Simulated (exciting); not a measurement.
# Fe (Im-3m) in exciting: settings compared

One crystal, Fe, is run at these levels: revPBE, BLYP; tasks: band structure.

Everything below comes from runs of exciting (release sodium). Logs are shortened: lines on timing, memory, paths and dates and some standing lists are left out, and cuts for length are marked.

## Step 1: Starting point

The structure is cubic, space group Im-3m (No. 229). The conventional cell has a = 2.886 Å, b = 2.886 Å, c = 2.886 Å, α = 90.00°, β = 90.00°, γ = 90.00°. Fe (site symmetry m-3m) is surrounded by 8 Fe at 2.50 Å.

## Step 2: Band structure, revPBE, collinear spin, ferromagnetic start

The input, input.xml:

```xml
<input>
  <title>Fe</title>
  <structure speciespath="./" tshift="false">
    <crystal scale="1">
      <basevect>-2.726874797835 2.726874797835 2.726874797835</basevect>
      <basevect>2.726874797835 -2.726874797835 2.726874797835</basevect>
      <basevect>2.726874797835 2.726874797835 -2.726874797835</basevect>
    </crystal>
    <species speciesfile="Fe.xml" rmt="2">
      <atom coord="0.000000000000 0.000000000000 0.000000000000" bfcmt="0 0 -8"/>
    </species>
  </structure>
  <groundstate do="fromscratch" ngridk="13 13 13" rgkmax="9" gmaxvr="14" lmaxapw="10" lmaxmat="10" lmaxvr="8" xctype="GGA_PBE_R" stype="Fermi Dirac" swidth="0.00183747" nempty="20" ValenceRelativity="iora*" epsengy="1e-05" epspot="1e-05" maxscl="90" outputlevel="high">
    <spin reducebf="0.5"/>
  </groundstate>
  <properties>
    <bandstructure>
      <plot1d>
        <path steps="80">
          <point coord="0 0 0" label="G"/>
          <point coord="0.5 -0.5 0.5" label="H"/>
          <point coord="0 0 0.5" label="N"/>
          <point coord="0 0 0" label="G"/>
          <point coord="0.25 0.25 0.25" label="P"/>
          <point coord="0.5 -0.5 0.5" label="H" breakafter="true"/>
          <point coord="0.25 0.25 0.25" label="P"/>
          <point coord="0 0 0.5" label="N"/>
        </path>
      </plot1d>
    </bandstructure>
    <dos nwdos="300" winddos="-0.6 0.5" inttype="tetra" ngrdos="100" nsmdos="1" lmirep="true"/>
  </properties>
</input>
```

Potentials or basis: all-electron LAPW+lo, shipped species files, valence relativity iora*.

The run is started by

```
$ OMP_NUM_THREADS=1 exciting_smp
```

INFO.OUT:

```text
================================================================================
EXCITING SODIUM started
[... 10 lines left out ...]

 Lattice vectors (cartesian) :
     -2.7268747978      2.7268747978      2.7268747978
      2.7268747978     -2.7268747978      2.7268747978
      2.7268747978      2.7268747978     -2.7268747978

 Reciprocal lattice vectors (cartesian) :
      0.0000000000      1.1520854042      1.1520854042
      1.1520854042      0.0000000000      1.1520854042
      1.1520854042      1.1520854042      0.0000000000

 Unit cell volume                           :      81.1064860106
 Brillouin zone volume                      :       3.0583277077

 Species :    1 (Fe)
     parameters loaded from                 :    Fe.xml
     name                                   :    iron
     nuclear charge                         :     -26.00000000
     electronic charge                      :      26.00000000
     atomic mass                            :  101799.20740000
     muffin-tin radius                      :       2.00000000
     # of radial points in muffin-tin       :     350

     atomic positions (lattice) :
       1 :   0.00000000  0.00000000  0.00000000

     magnetic fields (cartesian) :
       1 :   0.00000000  0.00000000 -8.00000000

 Total number of atoms per unit cell        :       1

 Spin treatment                             :    spin-polarised
 Global magnetic field (cartesian) :        0.00000000   0.00000000   0.00000000
 collinear magnetisation in z-direction

 Number of Bravais lattice symmetries       :      48
 Number of crystal symmetries               :      48

 k-point grid                               :      13   13   13
 Total number of k-points                   :      84
 k-point set is reduced with crystal symmetries

 R^MT_min * |G+k|_max (rgkmax)              :       9.00000000
 Species with R^MT_min                      :       1 (Fe)
 Maximum |G+k| for APW functions            :       4.50000000
 Maximum |G| for potential and density      :      14.00000000
 Polynomial order for pseudochg. density    :       9

 G-vector grid sizes                        :      24    24    24
 Total number of G-vectors                  :    3781

 Maximum angular momentum used for
     APW functions                          :      10
     computing H and O matrix elements      :      10
     potential and density                  :       8
     inner part of muffin-tin               :       2

 Total nuclear charge                       :     -26.00000000
 Total electronic charge                    :      26.00000000
 Total core charge                          :      10.00000000
 Total valence charge                       :      16.00000000

 Effective Wigner radius, r_s               :       0.90642361

 Number of empty states                     :      20
 Total number of valence states             :      58

 Maximum Hamiltonian size                   :     153
 Maximum number of plane-waves              :     140
 Total number of local-orbitals             :      13

 Exchange-correlation type                  :      21
     Revised PBE, Zhang-Yang, Phys. Rev. Lett. 80, 890 (1998)
     Generalised gradient approximation (GGA)

[... 10 lines left out ...]
* Groundstate module started                                                   *
********************************************************************************
 Output level for this task is set to high

++++++++++++++++++++++++++++++++++++++++++++++++++++++++++++++++++++++++++++++++
[... 5 lines left out ...]
+ SCF iteration number :    1                                                  +
++++++++++++++++++++++++++++++++++++++++++++++++++++++++++++++++++++++++++++++++
 Total energy                               :     -1270.47058460
 _______________________________________________________________
 Fermi energy                               :         0.37870502
 Kinetic energy                             :      1291.22725385
 Coulomb energy                             :     -2505.77994411
 Exchange energy                            :       -54.71013558
 Correlation energy                         :        -1.20775877
 No external B-field energy in total energy
 Sum of eigenvalues                         :      -734.75445670
 Effective potential energy                 :     -2025.98171055
 Coulomb potential energy                   :     -1953.57694860
 xc potential energy                        :       -72.35737801
 xc effective B-field energy                :        -0.01935885
 External B-field energy                    :         0.00000000
 Non-physical muffin-tin B-field energy     :        -0.02802510
 Hartree energy                             :       366.12511280
 Electron-nuclear energy                    :     -2685.82717420
 Nuclear-nuclear energy                     :      -186.07788270
 Madelung energy                            :     -1528.99146980
 Core-electron kinetic energy               :         0.00000000

 DOS at Fermi energy (states/Ha/cell)       :        30.30984108

 Electron charges :
     core                                   :        10.00000000
     core leakage                           :         0.00000000
     valence                                :        16.00000000
     interstitial                           :         2.01769195
     charge in muffin-tin spheres :
                  atom     1    Fe          :        23.98230805
     total charge in muffin-tins            :        23.98230805
     total charge                           :        26.00000000

 Moments :
     interstitial                           :         0.04936103
     moment in muffin-tin spheres :
                  atom     1    Fe          :         1.91799924
     total moment in muffin-tins            :         1.91799924
     total moment                           :         1.96736027

++++++++++++++++++++++++++++++++++++++++++++++++++++++++++++++++++++++++++++++++
+ SCF iteration number :    2                                                  +
++++++++++++++++++++++++++++++++++++++++++++++++++++++++++++++++++++++++++++++++
 Total energy                               :     -1272.79064191
 _______________________________________________________________
 Fermi energy                               :         0.36461037
 Kinetic energy                             :      1290.20160192
 Coulomb energy                             :     -2506.96533877
 Exchange energy                            :       -54.81874313
 Correlation energy                         :        -1.20816193
 No external B-field energy in total energy
 Sum of eigenvalues                         :      -735.33769562
 Effective potential energy                 :     -2025.53929754
[... 933 lines left out ...]
 Kinetic energy                             :      1290.11541784
 Coulomb energy                             :     -2506.98147627
 Exchange energy                            :       -54.85833401
 Correlation energy                         :        -1.20577387
 No external B-field energy in total energy
 Sum of eigenvalues                         :      -735.32224285
 Effective potential energy                 :     -2025.43766068
 Coulomb potential energy                   :     -1952.80723286
 xc potential energy                        :       -72.50893703
 xc effective B-field energy                :        -0.12149078
 External B-field energy                    :         0.00000000
 Non-physical muffin-tin B-field energy     :        -0.00000002
 Hartree energy                             :       368.09636072
 Electron-nuclear energy                    :     -2688.99995429
 Nuclear-nuclear energy                     :      -186.07788270
 Madelung energy                            :     -1530.57785985
 Core-electron kinetic energy               :         0.00000000

 DOS at Fermi energy (states/Ha/cell)       :        32.93308464

 Electron charges :
     core                                   :        10.00000000
     core leakage                           :         0.00000000
     valence                                :        16.00000000
     interstitial                           :         1.94307790
     charge in muffin-tin spheres :
                  atom     1    Fe          :        24.05692210
     total charge in muffin-tins            :        24.05692210
     total charge                           :        26.00000000

 Moments :
     interstitial                           :        -0.04641031
     moment in muffin-tin spheres :
                  atom     1    Fe          :         2.33479455
     total moment in muffin-tins            :         2.33479455
     total moment                           :         2.28838424

 RMS change in effective potential (target) :  0.922933E-08  ( 0.100000E-04)
 Absolute change in total energy   (target) :  0.147602E-05  ( 0.100000E-04)
 Charge distance                   (target) :  0.255018E-07  ( 0.100000E-04)

++++++++++++++++++++++++++++++++++++++++++++++++++++++++++++++++++++++++++++++++
| Convergency criteria checked for the last 2 iterations                       +
| Convergence targets achieved. Performing final SCF iteration                 +
++++++++++++++++++++++++++++++++++++++++++++++++++++++++++++++++++++++++++++++++
 Total energy                               :     -1272.93016817
 _______________________________________________________________
 Fermi energy                               :         0.35433685
 Kinetic energy                             :      1290.11541726
 Coulomb energy                             :     -2506.98147731
 Exchange energy                            :       -54.85833426
 Correlation energy                         :        -1.20577386
 No external B-field energy in total energy
 Sum of eigenvalues                         :      -735.32224211
 Effective potential energy                 :     -2025.43765937
 Coulomb potential energy                   :     -1952.80723134
 xc potential energy                        :       -72.50893720
 xc effective B-field energy                :        -0.12149082
 External B-field energy                    :         0.00000000
 Non-physical muffin-tin B-field energy     :        -0.00000001
 Hartree energy                             :       368.09636327
 Electron-nuclear energy                    :     -2688.99995788
 Nuclear-nuclear energy                     :      -186.07788270
 Madelung energy                            :     -1530.57786164
 Core-electron kinetic energy               :         0.00000000

 DOS at Fermi energy (states/Ha/cell)       :        32.93304342

 Electron charges :
     core                                   :        10.00000000
     core leakage                           :         0.00000000
     valence                                :        16.00000000
     interstitial                           :         1.94307776
     charge in muffin-tin spheres :
                  atom     1    Fe          :        24.05692224
     total charge in muffin-tins            :        24.05692224
     total charge                           :        26.00000000

 Moments :
     interstitial                           :        -0.04641038
     moment in muffin-tin spheres :
                  atom     1    Fe          :         2.33479614
     total moment in muffin-tins            :         2.33479614
     total moment                           :         2.28838576

++++++++++++++++++++++++++++++++++++++++++++++++++++++++++++++++++++++++++++++++
[... 9 lines left out ...]
| EXCITING SODIUM stopped                                                      =
================================================================================
```

It took 2 min on 1 thread of Arm Neoverse V2, shared host; peak memory 0.11 GiB.

What came out:

| Property | Result |
| --- | --- |
| Free energy | -34638.2044 eV |
| Band gap on the k mesh | none (metal or under the smearing width) |
| Net moment | 2.29 μB per cell |
| Site moments | Fe +2.33 μB |
| All electrons inside the program's atomic spheres | Fe 24.06 (radii Fe 2.0 bohr) |

Levels at the corners of the path, in eV from the Fermi level:
Spin up:
| point | band 6 | band 7 | band 8 | band 9 | band 10 | band 11 | band 12 | band 13 |
| --- | --- | --- | --- | --- | --- | --- | --- | --- |
| Γ | -2.20 | -2.20 | -2.20 | -1.08 | -1.08 | 23.93 | 23.93 | 23.93 |
| H | -4.54 | 0.04 | 0.04 | 0.04 | 9.47 | 9.47 | 9.47 | 15.48 |
| N | -3.20 | -1.02 | -0.91 | 0.29 | 0.52 | 6.91 | 17.64 | 19.20 |
| Γ | -2.20 | -2.20 | -2.20 | -1.08 | -1.08 | 23.93 | 23.93 | 23.93 |
| P | -3.06 | -3.06 | -0.88 | -0.88 | 8.30 | 8.30 | 8.30 | 10.09 |
| H | -4.54 | 0.04 | 0.04 | 0.04 | 9.47 | 9.47 | 9.47 | 15.48 |
| P | -3.06 | -3.06 | -0.88 | -0.88 | 8.30 | 8.30 | 8.30 | 10.09 |
| N | -3.20 | -1.02 | -0.91 | 0.29 | 0.52 | 6.91 | 17.64 | 19.20 |
Spin down:
```
point  band 3  band 4  band 5  band 6  band 7  band 8  band 9  band 10  band 11  band 12
    Γ  -51.20  -51.20   -8.00   -0.14   -0.14   -0.14    1.80     1.80    23.65    23.65
    H  -51.47  -51.47   -2.62   -2.62    2.38    2.38    2.38     9.74     9.74     9.74
    N  -51.33  -51.20   -3.30   -1.35    0.56    1.66    2.04     2.66     8.33    17.63
    Γ  -51.20  -51.20   -8.00   -0.14   -0.14   -0.14    1.80     1.80    23.65    23.65
    P  -51.38  -51.38   -1.57   -1.57   -1.57    2.09    2.09     9.17     9.17     9.17
    H  -51.47  -51.47   -2.62   -2.62    2.38    2.38    2.38     9.74     9.74     9.74
    P  -51.38  -51.38   -1.57   -1.57   -1.57    2.09    2.09     9.17     9.17     9.17
    N  -51.33  -51.20   -3.30   -1.35    0.56    1.66    2.04     2.66     8.33    17.63
```

States per cell in windows of 1 eV (zero at the Fermi level; states under -8 eV left out):
```csv
from (eV),up,down,Fe1 d,Fe1 d down,Fe1 p,Fe1 p down,Fe1 s,Fe1 s down
-8.0,0.03,0.03,0.00,0.00,0.00,0.00,0.01,0.01
-7.0,0.06,0.05,0.00,0.00,0.00,0.00,0.02,0.01
-6.0,0.10,0.07,0.01,0.00,0.01,0.00,0.02,0.02
-5.0,0.53,0.11,0.28,0.01,0.01,0.01,0.04,0.02
-4.0,0.91,0.25,0.67,0.08,0.02,0.01,0.01,0.03
-3.0,1.15,0.49,0.91,0.26,0.03,0.02,0.01,0.02
-2.0,1.25,0.91,1.12,0.63,0.01,0.03,0.00,0.00
-1.0,1.17,0.94,1.08,0.68,0.01,0.04,0.01,0.00
0.0,0.22,0.38,0.17,0.32,0.01,0.01,0.01,0.00
1.0,0.15,1.33,0.07,1.23,0.02,0.00,0.01,0.00
2.0,0.13,0.71,0.06,0.64,0.02,0.01,0.01,0.01
3.0,0.11,0.19,0.04,0.13,0.02,0.01,0.01,0.01
4.0,0.09,0.15,0.03,0.09,0.02,0.02,0.00,0.00
5.0,0.06,0.11,0.02,0.05,0.01,0.02,0.00,0.00
6.0,0.05,0.08,0.01,0.03,0.01,0.01,0.00,0.00
7.0,0.21,0.04,0.06,0.01,0.02,0.01,0.04,0.00
```

Caveat: the log's total energy holds no entropy term; the free energy is that total less TS from the occupations.

## Step 3: Band structure, BLYP, collinear spin, ferromagnetic start

Changes to input.xml since step 2:

```diff
@@ -12,3 +12,4 @@
   </structure>
-  <groundstate do="fromscratch" ngridk="13 13 13" rgkmax="9" gmaxvr="14" lmaxapw="10" lmaxmat="10" lmaxvr="8" xctype="GGA_PBE_R" stype="Fermi Dirac" swidth="0.00183747" nempty="20" ValenceRelativity="iora*" epsengy="1e-05" epspot="1e-05" maxscl="90" outputlevel="high">
+  <groundstate do="fromscratch" ngridk="13 13 13" rgkmax="9" gmaxvr="14" lmaxapw="10" lmaxmat="10" lmaxvr="8" stype="Fermi Dirac" swidth="0.00183747" nempty="20" ValenceRelativity="iora*" epsengy="1e-05" epspot="1e-05" maxscl="90" outputlevel="normal">
+    <libxc exchange="XC_GGA_X_B88" correlation="XC_GGA_C_LYP"/>
     <spin reducebf="0.5"/>
@@ -30,3 +31,3 @@
     </bandstructure>
-    <dos nwdos="300" winddos="-0.6 0.5" inttype="tetra" ngrdos="100" nsmdos="1" lmirep="true"/>
+    <dos nwdos="300" winddos="-0.6 0.5" inttype="tetra" ngrdos="100" nsmdos="2"/>
   </properties>
```

Potentials or basis: all-electron LAPW+lo, shipped species files, valence relativity iora*.

The run is started by

```
$ OMP_NUM_THREADS=1 exciting_smp
```

It took 2.5 min on 1 thread of Arm Neoverse V2, shared host; peak memory 0.11 GiB.

It converged, with:

* Free energy: -34642.4843 eV
* Band gap on the k mesh: none (metal or under the smearing width)
* Net moment: 2.19 μB per cell
* Site moments: Fe +2.22 μB
* All electrons inside the program's atomic spheres: Fe 24.10 (radii Fe 2.0 bohr)

Levels at the corners of the path, in eV from the Fermi level:
Spin up:
| point | band 7 | band 8 | band 9 | band 10 | band 11 | band 12 |
| --- | --- | --- | --- | --- | --- | --- |
| Γ | -2.17 | -2.17 | -1.05 | -1.05 | 24.20 | 24.20 |
| H | 0.09 | 0.09 | 0.09 | 9.54 | 9.54 | 9.54 |
| N | -0.99 | -0.88 | 0.34 | 0.71 | 6.96 | 17.84 |
| Γ | -2.17 | -2.17 | -1.05 | -1.05 | 24.20 | 24.20 |
| P | -2.99 | -0.85 | -0.85 | 8.49 | 8.49 | 8.49 |
| H | 0.09 | 0.09 | 0.09 | 9.54 | 9.54 | 9.54 |
| P | -2.99 | -0.85 | -0.85 | 8.49 | 8.49 | 8.49 |
| N | -0.99 | -0.88 | 0.34 | 0.71 | 6.96 | 17.84 |
Spin down:
| point | band 4 | band 5 | band 6 | band 7 | band 8 | band 9 | band 10 | band 11 |
| --- | --- | --- | --- | --- | --- | --- | --- | --- |
| Γ | -51.19 | -7.84 | -0.35 | -0.35 | -0.35 | 1.62 | 1.62 | 24.00 |
| H | -51.46 | -2.68 | -2.68 | 2.18 | 2.18 | 2.18 | 9.81 | 9.81 |
| N | -51.19 | -3.35 | -1.53 | 0.82 | 1.46 | 1.84 | 2.46 | 8.25 |
| Γ | -51.19 | -7.84 | -0.35 | -0.35 | -0.35 | 1.62 | 1.62 | 24.00 |
| P | -51.37 | -1.64 | -1.64 | -1.64 | 1.89 | 1.89 | 9.31 | 9.31 |
| H | -51.46 | -2.68 | -2.68 | 2.18 | 2.18 | 2.18 | 9.81 | 9.81 |
| P | -51.37 | -1.64 | -1.64 | -1.64 | 1.89 | 1.89 | 9.31 | 9.31 |
| N | -51.19 | -3.35 | -1.53 | 0.82 | 1.46 | 1.84 | 2.46 | 8.25 |

States per cell in windows of 0.5 eV (zero at the Fermi level; states under -8 eV left out):
| from (eV) | up | down |
| --- | --- | --- |
| -8.0 | 0.01 | 0.01 |
| -7.5 | 0.02 | 0.01 |
| -7.0 | 0.02 | 0.02 |
| -6.5 | 0.03 | 0.03 |
| -6.0 | 0.04 | 0.03 |
| -5.5 | 0.06 | 0.04 |
| -5.0 | 0.13 | 0.05 |
| -4.5 | 0.35 | 0.06 |
| -4.0 | 0.40 | 0.09 |
| -3.5 | 0.51 | 0.17 |
| -3.0 | 0.62 | 0.22 |
| -2.5 | 0.57 | 0.30 |
| -2.0 | 0.28 | 0.36 |
| -1.5 | 0.89 | 0.66 |
| -1.0 | 0.76 | 0.62 |
| -0.5 | 0.40 | 0.24 |
| 0.0 | 0.17 | 0.16 |
| 0.5 | 0.08 | 0.35 |
| 1.0 | 0.07 | 0.65 |
| 1.5 | 0.07 | 0.84 |
| 2.0 | 0.07 | 0.30 |
| 2.5 | 0.06 | 0.11 |
| 3.0 | 0.06 | 0.09 |
| 3.5 | 0.05 | 0.08 |
| 4.0 | 0.05 | 0.07 |
| 4.5 | 0.04 | 0.07 |
| 5.0 | 0.04 | 0.06 |
| 5.5 | 0.03 | 0.05 |
| 6.0 | 0.02 | 0.04 |
| 6.5 | 0.03 | 0.03 |
| 7.0 | 0.09 | 0.02 |
| 7.5 | 0.11 | 0.02 |

Caveat: the log's total energy holds no entropy term; the free energy is that total less TS from the occupations.
